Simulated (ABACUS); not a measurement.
# GaSb (F-43m) in ABACUS: a series of runs, part 2 of 2

ABACUS 3.10.1.

**3. Equation of state, BLYP, 26.91 Å³/atom (volume scaled by 0.94)**

Contents of run_abacus.py:

```python
"""ABACUS run from a structure file: ASE reads it, the script writes STRU, KPT and INPUT."""
import re
import subprocess
import spglib
from ase import Atoms
from ase.io import read
from ase.units import Bohr

atoms = read("GaSb.cif")
cell, frac, numbers = spglib.standardize_cell((atoms.cell[:], atoms.get_scaled_positions(), atoms.numbers), to_primitive=True, symprec=1e-4)
atoms = Atoms(numbers=numbers, cell=cell, scaled_positions=frac, pbc=True)  # the primitive cell
atoms = atoms[(-atoms.numbers).argsort(kind="stable")]  # ABACUS lists atoms element by element
pseudo = {'Sb': '51_Sb_15_2.3_2.4_pbe_n_v1.0.upf', 'Ga': '31_Ga_13_1.9_2.4_pbe_n_v1.0.upf'}
orbital = {'Sb': 'Sb_confined-atom_8au_2s2p2d.orb', 'Ga': 'Ga_confined-atom_8au_2s2p2d.orb'}
magmoms = None
kmesh = [7, 7, 7]
params = {
    'suffix': 'GaSb',
    'calculation': 'scf',
    'basis_type': 'lcao',
    'pseudo_dir': './',
    'orbital_dir': './',
    'symmetry': 1,
    'dft_functional': 'GGA_X_B88+GGA_C_LYP',
    'ecutwfc': 100,
    'pseudo_rcut': 10,
    'nspin': 1,
    'nbands': 18,
    'ks_solver': 'genelpa',
    'smearing_method': 'fd',
    'smearing_sigma': 0.00367493,
    'scf_thr': 1e-07,
    'scf_nmax': 100,
    'mixing_type': 'broyden',
    'mixing_beta': 0.7,
    'cal_force': 1,
    'cal_stress': 1,
    'out_mul': 1,
}

symbols = atoms.get_chemical_symbols()
elements = list(dict.fromkeys(symbols))
lines = ["ATOMIC_SPECIES"] + [f"{e} {atoms.get_masses()[symbols.index(e)]:.4f} {pseudo[e]}" for e in elements]
if orbital:
    lines += ["", "NUMERICAL_ORBITAL"] + [orbital[e] for e in elements]
lines += ["", "LATTICE_CONSTANT", f"{1 / Bohr:.10f}", "", "LATTICE_VECTORS"]
lines += [" ".join(f"{x:.10f}" for x in v) for v in atoms.cell]
lines += ["", "ATOMIC_POSITIONS", "Direct"]
for e in elements:
    lines += ["", e, "0.0", str(symbols.count(e))]
    for i, p in enumerate(atoms.get_scaled_positions(wrap=False)):
        if symbols[i] == e:
            mag = "" if magmoms is None else " mag " + " ".join(str(x) for x in (magmoms[i] if isinstance(magmoms[i], list) else [magmoms[i]]))
            lines.append(" ".join(f"{x:.10f}" for x in p) + " 1 1 1" + mag)
open("STRU", "w").write("\n".join(lines) + "\n")
open("KPT", "w").write("K_POINTS\n0\nGamma\n%d %d %d 0 0 0\n" % tuple(kmesh))
open("INPUT", "w").write("INPUT_PARAMETERS\n" + "".join(f"{k:<20s}{v}\n" for k, v in params.items()))

done = subprocess.run(['mpirun', '-np', '4', 'abacus'])
if done.returncode:
    raise SystemExit(done.returncode)
log = open("OUT.GaSb/running_scf.log").read()
print("final energy (eV):", re.findall(r"FINAL_ETOT_IS (\S+)", log))
```

Contents of GaSb.cif:

```cif
data_GaSb
_cell_length_a 5.99310781
_cell_length_b 5.99310781
_cell_length_c 5.99310781
_cell_angle_alpha 90.00000000
_cell_angle_beta 90.00000000
_cell_angle_gamma 90.00000000
_space_group_name_H-M_alt 'F-43m'
_space_group_name_Hall 'F -4 2 3'
_space_group_IT_number 216
loop_
_space_group_symop_operation_xyz
'x,y,z'
'y,-x,-z'
'-x,-y,z'
'-y,x,-z'
'x,-y,-z'
'y,x,z'
'-x,y,-z'
'-y,-x,z'
'z,x,y'
'-z,y,-x'
'z,-x,-y'
'-z,-y,x'
'-z,x,-y'
'z,y,x'
'-z,-x,y'
'z,-y,-x'
'y,z,x'
'-x,-z,y'
'-y,z,-x'
'x,-z,-y'
'-y,-z,x'
'x,z,y'
'y,-z,-x'
'-x,z,-y'
'x,y+1/2,z+1/2'
'y,-x+1/2,-z+1/2'
'-x,-y+1/2,z+1/2'
'-y,x+1/2,-z+1/2'
'x,-y+1/2,-z+1/2'
'y,x+1/2,z+1/2'
'-x,y+1/2,-z+1/2'
'-y,-x+1/2,z+1/2'
'z,x+1/2,y+1/2'
'-z,y+1/2,-x+1/2'
'z,-x+1/2,-y+1/2'
'-z,-y+1/2,x+1/2'
'-z,x+1/2,-y+1/2'
'z,y+1/2,x+1/2'
'-z,-x+1/2,y+1/2'
'z,-y+1/2,-x+1/2'
'y,z+1/2,x+1/2'
'-x,-z+1/2,y+1/2'
'-y,z+1/2,-x+1/2'
'x,-z+1/2,-y+1/2'
'-y,-z+1/2,x+1/2'
'x,z+1/2,y+1/2'
'y,-z+1/2,-x+1/2'
'-x,z+1/2,-y+1/2'
'x+1/2,y,z+1/2'
'y+1/2,-x,-z+1/2'
'-x+1/2,-y,z+1/2'
'-y+1/2,x,-z+1/2'
'x+1/2,-y,-z+1/2'
'y+1/2,x,z+1/2'
'-x+1/2,y,-z+1/2'
'-y+1/2,-x,z+1/2'
'z+1/2,x,y+1/2'
'-z+1/2,y,-x+1/2'
'z+1/2,-x,-y+1/2'
'-z+1/2,-y,x+1/2'
'-z+1/2,x,-y+1/2'
'z+1/2,y,x+1/2'
'-z+1/2,-x,y+1/2'
'z+1/2,-y,-x+1/2'
'y+1/2,z,x+1/2'
'-x+1/2,-z,y+1/2'
'-y+1/2,z,-x+1/2'
'x+1/2,-z,-y+1/2'
'-y+1/2,-z,x+1/2'
'x+1/2,z,y+1/2'
'y+1/2,-z,-x+1/2'
'-x+1/2,z,-y+1/2'
'x+1/2,y+1/2,z'
'y+1/2,-x+1/2,-z'
'-x+1/2,-y+1/2,z'
'-y+1/2,x+1/2,-z'
'x+1/2,-y+1/2,-z'
'y+1/2,x+1/2,z'
'-x+1/2,y+1/2,-z'
'-y+1/2,-x+1/2,z'
'z+1/2,x+1/2,y'
'-z+1/2,y+1/2,-x'
'z+1/2,-x+1/2,-y'
'-z+1/2,-y+1/2,x'
'-z+1/2,x+1/2,-y'
'z+1/2,y+1/2,x'
'-z+1/2,-x+1/2,y'
'z+1/2,-y+1/2,-x'
'y+1/2,z+1/2,x'
'-x+1/2,-z+1/2,y'
'-y+1/2,z+1/2,-x'
'x+1/2,-z+1/2,-y'
'-y+1/2,-z+1/2,x'
'x+1/2,z+1/2,y'
'y+1/2,-z+1/2,-x'
'-x+1/2,z+1/2,-y'
loop_
_atom_site_label
_atom_site_type_symbol
_atom_site_symmetry_multiplicity
_atom_site_Wyckoff_symbol
_atom_site_fract_x
_atom_site_fract_y
_atom_site_fract_z
_atom_site_occupancy
Sb1 Sb 4 c 0.2500000000 0.2500000000 0.2500000000 1
Ga1 Ga 4 a 0.0000000000 0.0000000000 0.0000000000 1
```

Potentials or basis: SPMS ONCV 1.0 PBE, DZP LCAO (the cutoffs set its grid).

The run is started by

```
> OMP_NUM_THREADS=1 python run_abacus.py > log
```

running log:

```text
ABACUS v3.10.1

               Atomic-orbital Based Ab-initio Computation at UStc

 ------------------------------------------------------------------------------------

 READING GENERAL INFORMATION
                           global_out_dir = OUT.GaSb/
                           global_in_card = INPUT
                               pseudo_dir = ./
                              orbital_dir = ./
                                    DSIZE = 4
                                    GSIZE = 1
[... 5 lines left out ...]

 READING ATOM TYPE 1
                               atom label = Sb
                      L=0, number of zeta = 2
                      L=1, number of zeta = 2
                      L=2, number of zeta = 2
             number of atom for this type = 1

 READING ATOM TYPE 2
                               atom label = Ga
                      L=0, number of zeta = 2
                      L=1, number of zeta = 2
                      L=2, number of zeta = 2
             number of atom for this type = 1

                        TOTAL ATOM NUMBER = 2
DIRECT COORDINATES
    atom                   x                   y                   z     mag                  vx                  vy                  vz
taud_Sb1            0.2500000000        0.2500000000        0.2500000000  0.0000        0.0000000000        0.0000000000        0.0000000000
taud_Ga1            0.0000000000        0.0000000000        0.0000000000  0.0000        0.0000000000        0.0000000000        0.0000000000

                          Volume (Bohr^3) = 363.156
                             Volume (A^3) = 53.8141

 Lattice vectors: (Cartesian coordinate: in unit of a_0)
                   +0            +2.99655            +2.99655
             +2.99655                  +0            +2.99655
             +2.99655            +2.99655                  +0
 Reciprocal vectors: (Cartesian coordinate: in unit of 2 pi/a_0)
            -0.166858           +0.166858           +0.166858
            +0.166858           -0.166858           +0.166858
            +0.166858           +0.166858           -0.166858
 The esolver type has been set to : ksdft_lcao

                PAO radial cut off (Bohr) = 10

 Read in pseudopotential file is 51_Sb_15_2.3_2.4_pbe_n_v1.0.upf
                     pseudopotential type = NC
          exchange-correlation functional = PBE
                 nonlocal core correction = 1
                        valence electrons = 15
                                     lmax = 3
                           number of zeta = 3
                     number of projectors = 8
                           L of projector = 0
                           L of projector = 0
                           L of projector = 1
                           L of projector = 1
                           L of projector = 2
                           L of projector = 2
                           L of projector = 3
                           L of projector = 3
 XC functional updated to : GGA_X_B88+GGA_C_LYP
          exchange-correlation functional = GGA_X_B88+GGA_C_LYP
                PAO radial cut off (Bohr) = 10

 Read in pseudopotential file is 31_Ga_13_1.9_2.4_pbe_n_v1.0.upf
                     pseudopotential type = NC
          exchange-correlation functional = PBE
                 nonlocal core correction = 1
                        valence electrons = 13
                                     lmax = 2
[... 163 lines left out ...]

 PARALLEL PW FOR WAVE FUNCTIONS
     PROC   COLUMNS(POT)             PW
        1            128           1931
        2            128           1933
        3            128           1933
        4            127           1930
 --------------- sum -------------------
        4            511           7727

 SET NONLOCAL PSEUDOPOTENTIAL PROJECTORS
 SET NONLOCAL PSEUDOPOTENTIAL PROJECTORS
 max number of nonlocal projetors among all species is 8

 -------------------------------------------
 SELF-CONSISTENT
 -------------------------------------------

 SETUP SEARCHING RADIUS FOR PROGRAM TO SEARCH ADJACENT ATOMS
                  longest orb rcut (Bohr) = 8
   longest nonlocal projector rcut (Bohr) = 2.46
                     search radius (Bohr) = 20.9
              searching radius is (Bohr)) = 20.9
         searching radius unit is (Bohr)) = 1.89
                         PeriodicBoundary = 1
                        Radius(unit:lat0) = 11.1
                                   glayer = [ 5, 5, 5 ]
                             glayer_minus = [ 4, 4, 4 ]

Find the coordinate range of the input atom(unit:lat0).
                                  min_tau = [ -24, -24, -24 ]
                                  max_tau = [ 25.5, 25.5, 25.5 ]
                                BoxNumber = [ 9, 9, 9 ]

 SETUP EXTENDED REAL SPACE GRID FOR GRID INTEGRATION
                          real space grid = [ 54, 54, 54 ]
                 big cell numbers in grid = [ 27, 27, 27 ]
             meshcell numbers in big cell = [ 2, 2, 2 ]
                        extended fft grid = [ 34, 34, 34 ]
                dimension of extened grid = [ 96, 96, 96 ]
                            UnitCellTotal = 125
              Atom number in sub-FFT-grid = 2
    Local orbitals number in sub-FFT-grid = 36
                                ParaV.nnr = 23814
                                 init_chg = atomic

 LCAO ALGORITHM --------------- ION=   1  ELEC=   1--------------------------------

 Density error is 0.0338853695995
----------------------------------------------------------
     Energy           Rydberg                 eV
----------------------------------------------------------
 E_KohnSham     -319.2906551828      -4344.1722286400
 E_Harris       -319.0306366418      -4340.6344948957
 E_Fermi        0.7283194263         9.9092941622
----------------------------------------------------------
[... 69 lines left out ...]
 Density error is 6.14186739322e-08
----------------------------------------------------------
     Energy           Rydberg                 eV
----------------------------------------------------------
 E_KohnSham     -319.2921130259      -4344.1920636128
 E_KS(sigma->0) -319.2921086069      -4344.1920034883
 E_Harris       -319.2921137767      -4344.1920738279
 E_band         -14.7337135343       -200.4624567660
 E_one_elec     -141.6304519006      -1926.9811561628
 E_Hartree      89.1116348959        1212.4259926796
 E_xc           -79.6537740379       -1083.7451941199
 E_Ewald        -187.1195131452      -2545.8915857608
 E_entropy(-TS) -0.0000088381        -0.0001202489
 E_descf        0.0000000000         0.0000000000
 E_exx          0.0000000000         0.0000000000
 E_Fermi        0.7500831327         10.2054045785
----------------------------------------------------------

 charge density convergence is achieved
 final etot is -4344.1920636 eV
 EFERMI = 10.205404579 eV

 STATE ENERGY(eV) AND OCCUPATIONS    NSPIN == 1
 1/20 kpoint (Cartesian) = 0.0000 0.0000 0.0000 (1540 pws)
       1       -18.8175     0.00583090
       2       -18.8175     0.00583090
       3       -18.8175     0.00583090
       4       -18.7842     0.00583090
       5       -18.7842     0.00583090
       6       -5.13646     0.00583090
[... 98 lines left out ...]
       5       -18.7827       0.139942
       6       -5.16213       0.139942
[... 10 lines left out ...]
      17        14.9407    1.03637e-42
      18        15.1863    7.62228e-45

[... levels at 14 further k points ...]

 correction force for each atom along direction 1 is -0.00951936
 correction force for each atom along direction 2 is -0.00180211
 correction force for each atom along direction 3 is -0.00217043
------------------------------------------------------------------------------------------
 TOTAL-FORCE (eV/Angstrom)
------------------------------------------------------------------------------------------
                       Sb1         0.0000000000         0.0000000000         0.0000000000
                       Ga1         0.0000000000         0.0000000000         0.0000000000
------------------------------------------------------------------------------------------

----------------------------------------------------------------
 TOTAL-STRESS (KBAR)
----------------------------------------------------------------
       106.8242871776         0.0000000000         0.0000000000
         0.0000000000       106.8242871776        -0.0000000000
         0.0000000000        -0.0000000000       106.8242871776
----------------------------------------------------------------
 TOTAL-PRESSURE: 106.824287 KBAR

 --------------------------------------------
 !FINAL_ETOT_IS -4344.1920636127724720 eV
 --------------------------------------------
```

Run time: 9.8 s. Hardware: 4 MPI ranks of AMD EPYC 7R13 (Zen 3), shared host; peak memory 0.44 GiB.

Results:

* Free energy: -4344.1921 eV
* Pressure: 10.7 GPa
* Band gap on the k mesh: 0.38 eV, direct
* Mulliken charges: Sb +0.10; Ga -0.10 e

Caveat: the atomic orbitals were generated for these runs and aren't a published set; Mulliken charges move with the basis; the potentials were made for another functional, which shifts forces and pressure; spin-orbit coupling is left out, which moves the levels of the heavy elements; an odd mesh through Γ misses points on the zone boundary, where band edges often lie; the basis of atomic orbitals isn't converged, which shifts pressures, moduli and gaps.

**4. Equation of state, BLYP, 28.05 Å³/atom (volume scaled by 0.98)**

run_abacus.py is that of step 3.

GaSb.cif: that of step 3 with these lines changed.

```diff
@@ -1,5 +1,5 @@
 data_GaSb
-_cell_length_a 5.99310781
-_cell_length_b 5.99310781
-_cell_length_c 5.99310781
+_cell_length_a 6.07693836
+_cell_length_b 6.07693836
+_cell_length_c 6.07693836
 _cell_angle_alpha 90.00000000
```

The run is started by

```
> OMP_NUM_THREADS=1 python run_abacus.py > log
```

Wall time 6 s (4 MPI ranks of AMD EPYC 7R13 (Zen 3), shared host); peak memory 0.44 GiB.

Results (log left out):

```
Free energy            : -4344.3211 eV
Pressure               : 7.5 GPa
Band gap on the k mesh : none (metal or under the smearing width)
Mulliken charges       : Sb +0.09; Ga -0.09 e
```

Caveat: the atomic orbitals were generated for these runs and aren't a published set; Mulliken charges move with the basis; the potentials were made for another functional, which shifts forces and pressure; the basis of atomic orbitals isn't converged, which shifts pressures, moduli and gaps.

**5. Equation of state, BLYP, 29.20 Å³/atom (volume scaled by 1.02)**

run_abacus.py is that of step 4.

GaSb.cif: that of step 4 with these lines changed.

```diff
@@ -1,5 +1,5 @@
 data_GaSb
-_cell_length_a 6.07693836
-_cell_length_b 6.07693836
-_cell_length_c 6.07693836
+_cell_length_a 6.15851774
+_cell_length_b 6.15851774
+_cell_length_c 6.15851774
 _cell_angle_alpha 90.00000000
```

The run is started by

```
> OMP_NUM_THREADS=1 python run_abacus.py > log
```

It took 5.4 s on 4 MPI ranks of AMD EPYC 7R13 (Zen 3), shared host; peak memory 0.44 GiB.

The run converged. Its results:

- Free energy: -4344.4096 eV
- Pressure: 4.9 GPa
- Band gap on the k mesh: none (metal or under the smearing width)
- Mulliken charges: Sb +0.09; Ga -0.09 e

Caveat: the atomic orbitals were generated for these runs and aren't a published set; Mulliken charges move with the basis; the potentials were made for another functional, which shifts forces and pressure; the basis of atomic orbitals isn't converged, which shifts pressures, moduli and gaps.

**6. Equation of state, BLYP, 30.34 Å³/atom (volume scaled by 1.06)**

run_abacus.py is that of step 5.

GaSb.cif: that of step 5 with these lines changed.

```diff
@@ -1,5 +1,5 @@
 data_GaSb
-_cell_length_a 6.15851774
-_cell_length_b 6.15851774
-_cell_length_c 6.15851774
+_cell_length_a 6.23799125
+_cell_length_b 6.23799125
+_cell_length_c 6.23799125
 _cell_angle_alpha 90.00000000
```

Potentials or basis: SPMS ONCV 1.0 PBE, DZP LCAO (the cutoffs set its grid).

The run is started by

```
> OMP_NUM_THREADS=1 python run_abacus.py > log
```

Run time: 9.4 s. Hardware: 4 MPI ranks of AMD EPYC 7R13 (Zen 3), shared host; peak memory 0.44 GiB.

The run converged. Its results:

```yaml
Free_energy: -4344.4647 eV
Pressure: 2.8 GPa
Band_gap_on_the_k_mesh: none (metal or under the smearing width)
Mulliken_charges: Sb +0.08; Ga -0.08 e
```

Caveat: the atomic orbitals were generated for these runs and aren't a published set; Mulliken charges move with the basis; the potentials were made for another functional, which shifts forces and pressure; the basis of atomic orbitals isn't converged, which shifts pressures, moduli and gaps.

**7. Equation of state, BLYP**

No new run: the results of the series are fitted here.

Results:

```
Equilibrium volume : 32.30 Å³/atom (rough: see the caveat)
Bulk modulus       : 40 GPa (rough)
```

Energy against volume, from the lowest point:
| volume (Å³/atom) | energy (meV/atom) |
| --- | --- |
| 26.907 | 136.29 |
| 28.052 | 71.79 |
| 29.197 | 27.54 |
| 30.342 | 0.00 |

Caveat: the atomic orbitals were generated for these runs and aren't a published set; the minimum lies outside the volumes run; the potentials were made for another functional, which shifts forces and pressure; the basis of atomic orbitals isn't converged, which shifts pressures, moduli and gaps.
